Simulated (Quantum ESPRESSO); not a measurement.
A calculation with Quantum ESPRESSO 7.5 of Ta (ASE script, structure from a POSCAR):

Contents of run.py:

```python
import numpy as np
from ase.calculators.espresso import Espresso, EspressoProfile
from ase.io import read

atoms = read('POSCAR')

input_data = {
    'control': {'calculation': 'scf', 'prefix': 'pwscf', 'outdir': './tmp', 'tprnfor': True, 'tstress': True, 'disk_io': 'nowf'},
    'system': {'ecutwfc': 56.0, 'ecutrho': 448.0, 'nbnd': 20, 'occupations': 'smearing', 'smearing': 'fd', 'degauss': 0.00367493},
    'electrons': {'conv_thr': 4e-10, 'electron_maxstep': 120, 'mixing_beta': 0.5},
}
pseudopotentials = {'Ta': 'ta_pbesol_v1.uspp.F.UPF'}
profile = EspressoProfile(command='mpirun -n 2 pw.x -nk 2', pseudo_dir='pseudo')
dft = Espresso(profile=profile, input_data=input_data, pseudopotentials=pseudopotentials, kpts=(11, 11, 5), koffset=(0, 0, 0))
atoms.calc = dft

print(f'energy {atoms.get_potential_energy():.8f} eV')
print('forces (eV/A)')
print(np.round(atoms.get_forces(), 6))
print('stress (eV/A^3, Voigt)')
print(np.round(atoms.get_stress(), 8))
print(f'Fermi level {dft.get_fermi_level():.4f} eV')
```

The input POSCAR:

```
Ta
1.0
    2.9003720726      0.0000000000      0.0000000000
   -1.4501860363      2.5117958953      0.0000000000
    0.0000000000      0.0000000000      5.1662740000
Ta
2
Direct
    0.3333333333      0.6666666667      0.2500000000
    0.6666666667      0.3333333333      0.7500000000
```

Potentials or basis: GBRV 1.5 PBEsol.

Run with:

```bash
$ OMP_NUM_THREADS=1 python run.py
```

This isn't the form of Ta at room conditions, which is bcc.

Question: Write the same calculation in another form: native input, structure typed inline.

Answer: As run:

pw.in

```
&CONTROL
  calculation = 'scf'
  prefix = 'pwscf'
  outdir = './tmp'
  pseudo_dir = './pseudo'
  tprnfor = .true.
  tstress = .true.
  disk_io = 'low'
/
&SYSTEM
  ibrav = 0
  celldm(1) = 8
  nat = 2
  ntyp = 1
  ecutwfc = 56
  ecutrho = 448
  nbnd = 20
  occupations = 'smearing'
  smearing = 'fd'
  degauss = 0.00367493
/
&ELECTRONS
  conv_thr = 4d-10
  electron_maxstep = 120
  mixing_beta = 0.5
/
ATOMIC_SPECIES
Ta   180.9479 ta_pbesol_v1.uspp.F.UPF
CELL_PARAMETERS alat
  0.6851136095909   0.0000000000000   0.0000000000000
 -0.3425568047955   0.5933257903845   0.0000000000000
  0.0000000000000   0.0000000000000   1.2203553680969
ATOMIC_POSITIONS crystal
Ta     0.3333333333    0.6666666667    0.2500000000
Ta     0.6666666667    0.3333333333    0.7500000000
K_POINTS automatic
11 11 5 0 0 0
```

Contents of pp_density.in:

```
&INPUTPP
  prefix = 'pwscf'
  outdir = './tmp'
  filplot = 'density.dat'
  plot_num = 0
/
&PLOT
  nfile = 1
  filepp(1) = 'density.dat'
  iflag = 3
  output_format = 6
  fileout = 'density.cube'
/
```

Contents of pp_potential.in:

```
&INPUTPP
  prefix = 'pwscf'
  outdir = './tmp'
  filplot = 'potential.dat'
  plot_num = 11
/
&PLOT
  nfile = 1
  filepp(1) = 'potential.dat'
  iflag = 3
  output_format = 6
  fileout = 'potential.cube'
/
```

Potentials or basis: GBRV 1.5 PBEsol.

Launch:

```sh
$ OMP_NUM_THREADS=1 mpirun -n 2 pw.x -nk 2 -in pw.in > pw.out
$ OMP_NUM_THREADS=1 mpirun -n 1 pp.x -in pp_density.in > pp_density.out
$ OMP_NUM_THREADS=1 mpirun -n 1 pp.x -in pp_potential.in > pp_potential.out
```

Both were run:

|  | ASE script, structure from a POSCAR | native input, structure typed inline |
| --- | --- | --- |
| Pressure | -7.5 GPa | -7.5 GPa |
| Band gap on the k mesh | none (metal or under the smearing width) | none (metal or under the smearing width) |

Keys that steer only the numerical path or the files written may differ.
